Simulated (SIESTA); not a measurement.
Ti:

```
Ti
1.0
     0.00000    2.03000    2.03000
     2.03000    0.00000    2.03000
     2.03000    2.03000    0.00000
Ti
1
Cartesian
  0.0000 0.0000 0.0000
```

This isn't the form of Ti at room conditions, which is hcp.

Base run:

- Program: SIESTA 5.4.2
- Functional: LDA
- Potentials or basis: PseudoDojo 0.4 standard (LDA files)
- Basis: DZP (energy shift 0.003 Ry; two zetas on semicore shells)
- Grid cutoff: 800 Ry
- Energy shift: 0.003 Ry
- k mesh: 11 × 11 × 11
- Occupations: fermi-dirac, width 0.05 eV
- Spin: no spin polarisation

Its results: band gap on the k mesh none (metal or under the smearing width); pressure -4.6 GPa.

Problem. The run is repeated on the same cell with these changes: functional from LDA to PBEsol; potentials or basis from PseudoDojo 0.4 standard (LDA files) to PseudoDojo 0.4 standard (PBEsol files). What comes out?

Solution. Band gap on the k mesh none (metal or under the smearing width); pressure 0.0 GPa.

Caveats: the basis of atomic orbitals isn't converged, which shifts pressures, moduli and gaps.

Not every run made on this cell is shown here.
